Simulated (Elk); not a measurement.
# How BaS absorbs and reflects light

Wanted: where BaS starts to absorb, how strongly, and its refractive index.

Main program and level: Elk 11.2.3 (patched build); DFT, PBE, all-electron APW+lo, Dirac cores, scalar-relativistic bands, independent-particle optical response without local fields.

### 1. The starting structure

The structure is cubic, space group Fm-3m (No. 225). Conventional cell: a = 6.388 Å, b = 6.388 Å, c = 6.388 Å, α = 90.00°, β = 90.00°, γ = 90.00°. Nearest to Ba lie 6 S at 3.19 Å. S has 6 Ba at 3.19 Å nearest. Farther neighbours and most contacts between anions are not listed.

### 2. Ground state

First the ground state: is it a metal or has it a gap?

This step: DFT, PBE, all-electron APW+lo, Dirac cores, scalar-relativistic bands, ground state (Elk 11.2.3 (patched build)).

elk.in

```
tasks
  0
  120

xctype
  20

nempty
  14

lorbcnd
  .true.

rgkmax
  7.0

swidth
  0.0018375

maxscl
  100

epsengy
  1e-05

sppath
  './'

avec
  0.000000000000 6.035312810524 6.035312810524
  6.035312810524 0.000000000000 6.035312810524
  6.035312810524 6.035312810524 0.000000000000

atoms
  2
  'Ba.in'
  1
  0.000000000000 0.000000000000 0.000000000000   0.000 0.000 0.000
  'S.in'
  1
  0.500000000000 0.500000000000 0.500000000000   0.000 0.000 0.000

ngridk
  9 9 9
```

Launch:

```
> OMP_NUM_THREADS=4 elk
```

Numbers of over 12 decimals in the logs are rounded to 6 here.

The program printed:

```text
┌─────────────────────────┐
│ Elk code version 11.2.3 │
└─────────────────────────┘

All units are atomic (Hartree, Bohr, etc.)

┌─────────────────────────────────────────────────┐
│ Ground-state run starting from atomic densities │
└─────────────────────────────────────────────────┘

Lattice vectors :
   0.000000000       6.035312811       6.035312811
   6.035312811       0.000000000       6.035312811
   6.035312811       6.035312811       0.000000000

Reciprocal lattice vectors :
 -0.5205351822      0.5205351822      0.5205351822
  0.5205351822     -0.5205351822      0.5205351822
  0.5205351822      0.5205351822     -0.5205351822

Unit cell volume      :    439.6725469
Brillouin zone volume :   0.5641703471

Muffin-tin inner radius fraction :   0.1000000000E-01

Nuclei treated as point charges

Species : 1 (Ba)
 parameters loaded from : Ba.in
 name : barium
 nuclear charge    :   -56.00000000
 electronic charge :    56.00000000
 atomic mass :    250331.8071
 muffin-tin radius :    2.800000000
 number of radial points in muffin-tin :   1393
 inner part over the whole radius :   0.9950032293E-02
 number on inner part of muffin-tin    :    996
 approximate nuclear radius :   0.9171481901E-04
 number of mesh points to nuclear radius :    504
 atomic positions (lattice), magnetic fields (Cartesian) :
  1 :   0.00000000  0.00000000  0.00000000    0.00000000  0.00000000  0.00000000

Species : 2 (S)
 parameters loaded from : S.in
 name : sulphur
 nuclear charge    :   -16.00000000
 electronic charge :    16.00000000
 atomic mass :    58450.91931
 muffin-tin radius :    2.200000000
 number of radial points in muffin-tin :    793
 inner part over the whole radius :   0.9890556315E-02
 number on inner part of muffin-tin    :    554
 approximate nuclear radius :   0.6195814986E-04
 number of mesh points to nuclear radius :    251
 atomic positions (lattice), magnetic fields (Cartesian) :
  1 :   0.50000000  0.50000000  0.50000000    0.00000000  0.00000000  0.00000000

Total number of atoms per unit cell :    2
Total muffin-tin volume :    136.5545607
 ratio of muffin-tin to unit cell volume :   0.3105824133

Spin treatment :
 spin-unpolarised

Number of Bravais lattice symmetries :   48
Number of crystal symmetries         :   48
Crystal has inversion symmetry
Real symmetric eigensolver will be used

k-point grid :      9     9     9
k-point offset :    0.000000000       0.000000000       0.000000000
k-point set is reduced with full crystal symmetry group
Total number of k-points :       35

Muffin-tin radius times maximum |G+k| :    7.000000000
 using average radius
Maximum |G+k| for APW functions       :    2.800000000
Maximum (1/2)|G+k|²                   :    3.920000000
Maximum |G| for potential and density :    12.00000000
Constant for pseudocharge density :    8
 order of it for each species :   15  15
 order of it for pair densities of each species (exact exchange by exxq0 0: 15) :   12   6
Radial integration step length :    1

G-vector grid sizes :     35    35    35
Number of G-vectors :    12891

Maximum angular momentum used for
 APW functions            :    8
 outer part of muffin-tin :    6
 inner part of muffin-tin :    2

Total nuclear charge    :   -72.00000000
Total core charge       :    46.00000000
Total valence charge    :    26.00000000
Total excess charge     :    0.000000000
Total electronic charge :    72.00000000

Effective Wigner radius, rₛ :    1.133886056

Number of empty states         :     28
Total number of valence states :     42
Total number of core states    :     46

Conduction state local-orbitals added automatically
Third-order local-orbitals added for an l without core states : F
Total number of local-orbitals :    121

Exchange-correlation functional :     20     0     0
 Perdew-Burke-Ernzerhof, Phys. Rev. Lett. 77, 3865 (1996)
 gradient requirement :    1
 generalised gradient approximation (GGA)

Smearing type :    3
 Fermi-Dirac
Smearing width :   0.1837500000E-02
Effective electronic temperature (K) :    580.2366081

Mixing type :    3
 Broyden mixing, J. Phys. A: Math. Gen. 17, L317 (1984)

Kohn-Sham potential initialised from atomic data

┌──────────────────────────────┐
│ Self-consistent loop started │
└──────────────────────────────┘

┌─────────────────┐
│ Loop number : 1 │
└─────────────────┘

Energies :
 Fermi                       :     0.27760413765524E-01
 sum of occupied eigenvalues :     -5242.1956288930
 electron kinetic            :      9089.4698458818
 core electron kinetic       :      8811.5280267034
 Coulomb                     :     -17404.595957077
 Coulomb potential           :     -14032.369685967
 nuclear-nuclear             :     -725.09304994631
 electron-nuclear            :     -19337.065988685
 Hartree                     :      2657.5630815535
 Madelung                    :     -10388.411114094
 xc potential                :     -299.29578880814
 exchange                    :     -220.48561953526
 correlation                 :     -3.674299
 electron entropic           :    -0.43043789371659E-11
 total energy                :     -8539.2860292969

Density of states at Fermi energy :   0.5444143999E-07
 (states/Hartree/unit cell)

Estimated indirect band gap :   0.1165017489
 from k-point 1 to k-point 24
Estimated direct band gap   :   0.1180424189
 at k-point 24

Charges :
 core                        :    46.00000000
 valence                     :    26.00000000
 interstitial                :    3.644884621
 muffin-tins (core leakage)
  species : 1 (Ba)
   atom 1                    :    53.56204203     (  0.5103395004E-05)
  species : 2 (S)
   atom 1                    :    14.79307335     (  0.6892548017E-04)
 total in muffin-tins        :    68.35511538
 total calculated charge     :    71.99999213
 total charge                :    72.00000000
 error                       :   0.7870851505E-05

┌─────────────────┐
│ Loop number : 2 │
└─────────────────┘

Energies :
 Fermi                       :     0.29486559643057E-01
 sum of occupied eigenvalues :     -5242.1296323646
 electron kinetic            :      9088.9156551281
 core electron kinetic       :      8811.1405909639
 Coulomb                     :     -17404.587652767
 Coulomb potential           :     -14032.343275091
 nuclear-nuclear             :     -725.09304994631
 electron-nuclear            :     -19337.074542514
 Hartree                     :      2657.5799396927
 Madelung                    :     -10388.416015222
 xc potential                :     -298.70201240144
 exchange                    :     -220.48371540334
 correlation                 :     -3.674352
 electron entropic           :    -0.43015963409883E-11
 total energy                :     -8539.8300653047

Density of states at Fermi energy :   0.5444278442E-07
 (states/Hartree/unit cell)

Estimated indirect band gap :   0.1157692901
 from k-point 1 to k-point 24
Estimated direct band gap   :   0.1173594965
 at k-point 24

Charges :
 core                        :    46.00000000
 valence                     :    26.00000000
 interstitial                :    3.648487774
 muffin-tins (core leakage)
  species : 1 (Ba)
   atom 1                    :    53.56434063     (  0.5101727808E-05)
  species : 2 (S)
   atom 1                    :    14.78717159     (  0.6898792391E-04)
 total in muffin-tins        :    68.35151223
 total calculated charge     :    71.99999206
 total charge                :    72.00000000
 error                       :   0.7936568579E-05

RMS change in Kohn-Sham potential (target) :   0.3332564496     (  0.1000000000E-05)
Absolute change in total energy (target)   :   0.5440360078     (  0.1000000000E-04)

[... 13 loops left out ...]

┌──────────────────┐
│ Loop number : 16 │
└──────────────────┘

Energies :
 Fermi                       :     0.180134
 sum of occupied eigenvalues :     -5233.8913635969
 electron kinetic            :      9089.2300587871
 core electron kinetic       :      8811.0195277974
 Coulomb                     :     -17403.874709882
 Coulomb potential           :     -14030.848400520
 nuclear-nuclear             :     -725.09304994631
 electron-nuclear            :     -19337.028012659
 Hartree                     :      2658.2463527240
 Madelung                    :     -10388.450509622
 xc potential                :     -292.27302186416
 exchange                    :     -220.39969796684
 correlation                 :     -3.676976
 electron entropic           :    -0.41674913422398E-11
 total energy                :     -8538.7213255262

Density of states at Fermi energy :   0.5460948394E-07
 (states/Hartree/unit cell)

Estimated indirect band gap :   0.8296356761E-01
 from k-point 1 to k-point 24
Estimated direct band gap   :   0.8687498587E-01
 at k-point 24

Charges :
 core                        :    46.00000000
 valence                     :    26.00000000
 interstitial                :    3.788231932
 muffin-tins (core leakage)
  species : 1 (Ba)
   atom 1                    :    53.68282429     (  0.5055389430E-05)
  species : 2 (S)
   atom 1                    :    14.52894378     (  0.7010366887E-04)
 total in muffin-tins        :    68.21176807
 total calculated charge     :    71.99998641
 total charge                :    72.00000000
 error                       :   0.1358567940E-04

RMS change in Kohn-Sham potential (target) :   0.2264376847E-07 (  0.1000000000E-05)
Absolute change in total energy (target)   :   0.7598458978E-05 (  0.1000000000E-04)

Convergence targets achieved

┌──────────────────┐
│ Loop number : 17 │
└──────────────────┘

Energies :
 Fermi                       :     0.180134
 sum of occupied eigenvalues :     -5233.8913628390
 electron kinetic            :      9089.2300593063
 core electron kinetic       :      8811.0195279228
 Coulomb                     :     -17403.874709683
 Coulomb potential           :     -14030.848400195
 nuclear-nuclear             :     -725.09304994631
 electron-nuclear            :     -19337.028012528
 Hartree                     :      2658.2463527908
 Madelung                    :     -10388.450509586
 xc potential                :     -292.27302194978
 exchange                    :     -220.39969796775
 correlation                 :     -3.676976
 electron entropic           :    -0.41674909021711E-11
 total energy                :     -8538.7213248093

Density of states at Fermi energy :   0.5460948182E-07
 (states/Hartree/unit cell)

Estimated indirect band gap :   0.8296356745E-01
 from k-point 1 to k-point 24
Estimated direct band gap   :   0.8687498578E-01
 at k-point 24

Charges :
 core                        :    46.00000000
 valence                     :    26.00000000
 interstitial                :    3.788231924
 muffin-tins (core leakage)
  species : 1 (Ba)
   atom 1                    :    53.68282429     (  0.5055387668E-05)
  species : 2 (S)
   atom 1                    :    14.52894378     (  0.7010366854E-04)
 total in muffin-tins        :    68.21176808
 total calculated charge     :    71.99998641
 total charge                :    72.00000000
 error                       :   0.1358568204E-04

┌──────────────────────────────┐
│ Self-consistent loop stopped │
└──────────────────────────────┘

Wrote STATE.OUT
```

The job ended after 9.2 s (4 threads of Arm Neoverse V2, shared host; peak memory 0.12 GiB; 25 s of CPU time).

Read-outs, printed or worked out from the files:

| Quantity | Value |
| --- | --- |
| total energy | -8539 Ha |
| Fermi energy | 4.902 eV |
| DOS at the Fermi level | 2.01e-9 states/eV/cell |
| gap on the k-mesh | 2.258 eV |
| direct gap on the mesh | 2.364 eV |

There is a gap, 2.26 eV on this mesh (points off the mesh can give less), so no carriers' term is needed.

### 3. Independent particles

The spectrum is a sum over vertical transitions between filled and empty bands at the fixed density, so many empty bands are needed.

This step: DFT, PBE, all-electron APW+lo, Dirac cores, scalar-relativistic bands, independent-particle optical response without local fields (Elk 11.2.3 (patched build)).

elk.in, as its differences from that of step 2:

```diff
@@ -1,4 +1,6 @@
 tasks
-  0
-  120
+  121
+
+optcomp
+  1 1
 
@@ -17,9 +19,7 @@
 swidth
-  0.0018375
+  0.0055124
 
-maxscl
-  100
-
-epsengy
-  1e-05
+wplot
+  400 100 0
+  0.0 0.80849
```

Launch:

```
> OMP_NUM_THREADS=4 elk
```

The program printed:

```text
┌─────────────────────────────────┐
│ Elk code version 11.2.3 started │
└─────────────────────────────────┘

Info(readinput): the functional depends on the density's gradient
 muffin-tin radial points multiplied by    2.00000
 (not where nrmtscf is given)

┌────────────────────┐
│ Current task : 121 │
└────────────────────┘

Info(dielectric):
 dielectric tensor written to EPSILON_ij.OUT
 optical conductivity written to SIGMA_ij.OUT
 for components
  i = 1, j = 1

┌──────────────────┐
│ Elk code stopped │
└──────────────────┘
```

The job ended after 1.3 s (4 threads; peak memory 0.04 GiB).

This step gave:

```
electronic dielectric constant ε∞, mean over x, y and z (by symmetry where fewer were run) : 5.109
main peak of Im epsilon, first axis                                                        : 6.107 eV
```

Values under the direct gap are tails of Lorentzian lines. Table of Im ε, E ∥ x by photon energy; read off at these points:

```csv
photon energy (eV),"Im ε, E ∥ x"
0.00,0
0.50,0.0235
1.00,0.0529
1.50,0.101
2.00,0.239
2.50,0.921
3.00,1.76
3.50,2.00
4.00,3.02
4.50,3.52
5.00,4.89
5.50,6.25
6.00,6.95
6.11,7.47
6.50,6.62
6.82,7.22
7.00,5.74
7.50,5.32
8.00,3.38
8.50,2.51
9.00,1.90
9.50,1.90
10.00,1.53
10.50,1.13
11.00,0.907
11.50,0.721
12.00,0.533
12.50,0.594
13.00,1.19
13.50,1.44
14.00,1.43
14.50,1.95
15.00,1.86
15.50,1.92
16.00,1.82
16.50,2.29
17.00,2.05
17.50,2.88
18.00,2.09
18.50,1.65
19.00,1.19
19.50,0.914
20.00,0.894
20.50,0.622
21.00,0.644
21.50,0.554
```

Re ε, E ∥ x against photon energy:

```csv
photon energy (eV),"Re ε, E ∥ x"
0.0,5.11
0.5,5.15
1.0,5.27
1.5,5.52
2.0,6.00
2.5,6.58
3.0,6.11
3.5,6.34
4.0,6.19
4.5,6.03
5.0,6.15
5.5,5.16
6.0,4.24
6.5,1.91
7.0,-0.514
7.5,-0.739
8.0,-1.16
8.5,-1.14
9.0,-0.221
9.5,-0.200
10.0,-0.218
10.5,-0.120
11.0,0.234
11.5,0.519
12.0,0.860
12.5,1.44
13.0,1.70
13.5,1.68
14.0,1.49
14.5,1.61
15.0,1.18
15.5,0.964
16.0,0.951
16.5,0.722
17.0,0.756
17.5,0.231
18.0,-0.513
18.5,-0.618
19.0,-0.740
19.5,-0.572
20.0,-0.335
20.5,-0.332
21.0,-0.228
21.5,-0.110
```

Values under the direct gap are tails of Lorentzian lines. Table of loss function −Im 1/ε at q → 0, E ∥ x by energy loss; read off at these points:

```csv
energy loss (eV),"loss function −Im 1/ε at q → 0, E ∥ x"
0.00,0
0.50,8.9e-4
1.00,0.00190
1.50,0.00332
2.00,0.00661
2.50,0.0208
3.00,0.0436
3.50,0.0452
4.00,0.0637
4.50,0.0722
5.00,0.0792
5.50,0.0952
6.00,0.105
6.50,0.139
7.00,0.173
7.50,0.184
8.00,0.265
8.50,0.330
9.00,0.518
9.50,0.521
10.00,0.642
10.50,0.877
11.00,1.03
11.11,1.06
11.50,0.914
12.00,0.521
12.50,0.244
13.00,0.276
13.50,0.294
14.00,0.335
14.50,0.305
15.00,0.384
15.50,0.416
16.00,0.432
16.50,0.397
17.00,0.430
17.50,0.345
18.00,0.452
18.50,0.531
19.00,0.607
19.50,0.787
20.00,0.981
20.50,1.25
21.00,1.38
21.34,1.86
21.50,1.74
```

The reflectivity at normal incidence, E ∥ x has structure finer than the step of the table below, so its rows give means over 1 eV, whole bins alone (the curve runs from 0 to 21.8 eV). Peaks (eV: height): 6.9: 36.7, 7.9: 37.9, 18.9: 36.1, 20.4: 33.4, 21.2: 30.2.

Table of reflectivity at normal incidence, E ∥ x by photon energy; means over each step:

```csv
photon energy (eV),"reflectivity at normal incidence, E ∥ x (%)"
1,15.5
2,17.8
3,19.8
4,21.4
5,24.7
6,29.3
7,33.2
8,35.7
9,26.2
10,22.0
11,12.0
12,2.82
13,5.04
14,7.99
15,11.2
16,12.0
17,15.2
18,26.3
19,32.6
20,30.7
21,27.9
```

Refractive index n and extinction k against photon energy:

```csv
photon energy (eV),n,k
0,2.26,0
1,2.30,0.0115
2,2.45,0.0487
3,2.50,0.353
4,2.56,0.591
5,2.65,0.923
6,2.49,1.40
7,1.62,1.77
8,1.10,1.54
9,0.921,1.03
10,0.814,0.938
11,0.765,0.593
12,0.967,0.276
13,1.37,0.432
14,1.33,0.537
15,1.30,0.715
16,1.23,0.742
17,1.21,0.844
18,0.905,1.15
19,0.574,1.03
20,0.556,0.803
21,0.477,0.675
```

Optical constants at common wavelengths, from n + ik = √ε:

```csv
wavelength (nm),n,k,R (%),1/α
1550,2.28,0.009,15.3,14 µm
1064,2.31,0.014,15.7,6.0 µm
800,2.36,0.023,16.3,2.8 µm
633,2.44,0.044,17.5,1.1 µm
532,2.54,0.147,19.1,287 nm
450,2.59,0.348,20.3,103 nm
405,2.52,0.342,19.4,94 nm
```

Below the direct gap, k and the depth come from the tails of the Lorentzian lines, not from transitions.

Rows near the edge hang on the gap, which this functional as a rule makes too small, and phonon-assisted absorption is left out.

### 4. Results

```yaml
electronic_dielectric_constant_eps_infinity_mean_over_x_y_and_z_by_symmetry_where_fewer_were_run_independent_particles: 5.11
main_peak_of_im_epsilon_first_axis: 6.11 eV
```

In words: At this level (PBE, independent particles) BaS has ε∞ = 5.11 and n = 2.28 at 1550 nm, and Im ε peaks at 6.1 eV. On the mesh the gap is 2.26 eV and the least direct gap 2.36 eV, so on this mesh the band edges lie at different points. Distinct maxima of Im ε, read by a parabola through the highest points, lie at 3.27 eV (2.3), 6.11 eV (7.5), 6.81 eV (7.2) and 17.49 eV (2.9). Excitons and phonon-assisted transitions are missing, and so are local fields; PBE gaps are as a rule too small, which pulls the onset down and ε∞ up. Spin-orbit coupling is left out although heavy atoms are present. The sum runs over mesh points, so small or evenly spaced maxima can still be ripples of the mesh. The curves end at 22 eV, about where the summed bands run out.

[Machine, clock and banner lines and Python warnings are left out of the logs.]

[Logs are printed without paths, hosts, clocks, repeated set-up lines and the standing remarks that a program may print on its own settings, such as how far it seeks lower states.]

[Hosts, paths, dates, database ids (printed as entryN), source tags and the programs' standing remarks are cut or masked in the printed files.]
